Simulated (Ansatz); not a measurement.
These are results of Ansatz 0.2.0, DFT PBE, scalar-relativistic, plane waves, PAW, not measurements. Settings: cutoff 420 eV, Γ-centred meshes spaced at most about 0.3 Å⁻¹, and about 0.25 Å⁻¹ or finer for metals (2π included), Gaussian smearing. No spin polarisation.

All energies are static (0 K, no zero-point motion).

Two forms of Mg₃Sn₃N were relaxed alike.

A. Space group P3m1 (No. 156), trigonal, a = 3.304 Å, c = 15.767 Å. Mg on its first site is surrounded by 3 N at 2.16 Å, 3 Mg at 2.81 Å, 6 Mg at 3.30 Å and 3 Sn at 3.35 Å; Mg on its second site has 3 N at 2.18 Å, 3 Mg at 2.81 Å and 9 Mg at 3.30–3.32 Å; around Mg on its third site lie 3 Sn at 3.21 Å and 9 Mg at 3.30–3.32 Å; Sn on its first site is surrounded by 12 Sn at 3.30–3.43 Å; N is surrounded by 6 Mg at 2.16–2.18 Å, 6 N at 3.30 Å and 1 Sn at 3.75 Å; 2 more sites not described.

B. Space group P3m1 (No. 156), trigonal, a = 3.315 Å, c = 15.392 Å. Mg on its first site is surrounded by 6 Sn at 3.14–3.22 Å and 6 Mg at 3.32 Å; around Mg on its second site lie 3 N at 2.17 Å, 3 Mg at 2.81 Å, 6 Mg at 3.32 Å and 3 Sn at 3.33 Å; Mg on its third site has 3 N at 2.18 Å, 3 Mg at 2.81 Å, 3 Sn at 3.31 Å and 6 Mg at 3.32 Å; around Sn on its first site lie 3 Mg at 3.22 Å and 9 Sn at 3.32–3.41 Å; around N lie 6 Mg at 2.17–2.18 Å, 6 N at 3.32 Å and 1 Sn at 3.75 Å; 2 more sites not described.

Problem. Which arrangement of the elements on these sites is preferred, and by what margin?

Solution. B is lower, by 42 meV/atom. The two share one framework of sites and differ in which element sits where. A has space group P3m1 (No. 156), 21.3 Å³/atom and no gap on its mesh; B has space group P3m1 (No. 156), 20.9 Å³/atom and no gap. Counting Mg or Sn atoms around N (for each partner element, those within 1.25 times its shortest distance or 1.15 times the sum of covalent radii, where it is the nearest in units of that sum or under 1.3), A and B both have N 6. Both come from invented guesses.
